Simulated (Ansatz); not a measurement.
# ZnO (P4_2/mnm) under several functionals

Plane-wave DFT in Ansatz with scalar-relativistic PAW potentials. The same structure was relaxed (cell and atoms, symmetry kept) in separate runs at each level. This form isn't the usual stable structure of the compound. No spin polarisation.

Question: How do the levels PBE, PBEsol, r2SCAN compare?

Answer:
| level | cutoff (eV) | k mesh | V (Å³/atom) | a (Å) | c (Å) | gap (eV) |
| --- | --- | --- | --- | --- | --- | --- |
| PBEsol | 420 | 6×6×8 | 12.321 | 5.513 | 3.242 | 0.71 |
| r2SCAN | 500 | 6×6×8 | 12.341 | 5.512 | 3.250 | 1.21 |
| PBE | 420 | 6×6×8 | 12.893 | 5.608 | 3.279 | 0.76 |

The usual order of volumes, PBEsol < PBE, holds here (12.321, 12.893 Å³/atom). As a rule PBEsol, built on the gradient expansion of slowly varying densities, lies between LDA and PBE; PBE's stronger gradient term for exchange weakens bonds. r2SCAN lies 4.3 % under PBE in volume. Each gap belongs to its own cell, so it mixes the functional's effect with that of the volume; gaps are the least found on the k mesh or on a band path.